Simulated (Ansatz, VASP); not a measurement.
# Re in VASP and in Ansatz

```xyz
2
Lattice="2.7302 0.0000 0.0000 -1.3651 2.3644 0.0000 0.0000 0.0000 4.4172" Properties=species:S:1:pos:R:3 pbc="T T T"
Re    0.0000    1.5763    1.1043
Re    1.3651    0.7881    3.3129
```

Alike in both runs: functional r2SCAN; k mesh 18 × 18 × 10; occupations gaussian, width 0.1 eV; no spin polarisation.

Ansatz relaxed the structure, and its values are those at the end. VASP's run is a single point on that final structure, the one shown.

|  | VASP | Ansatz |
| --- | --- | --- |
| version | VASP 6.6.1 | Ansatz 0.2.0 |
| potentials or method | VASP PAW PBE potentials, release 64 (Re) | scalar-relativistic, plane waves, PAW |
| plane-wave cutoff (eV) | 520 | 500 |
| valence electrons in the cell | 14 | 30 |

Ansatz gave:

| Property | Result |
| --- | --- |
| gap on the k mesh at the Fermi level (eV) | none |
| pressure (GPa) | 12.7 |

**Question.** What did VASP give for the same quantities?

**Answer.** gap on the k mesh at the Fermi level (eV): none; pressure (GPa): 13.0.

A gap of «none» marks a metal or a gap that the smearing closes. The two sets of potentials don't hold the same shells in valence.

Caveats: the PAW data sets were made with another functional, which shifts forces and pressure a little (VASP). The runs have no spin-orbit coupling, so splittings on Re are missing.
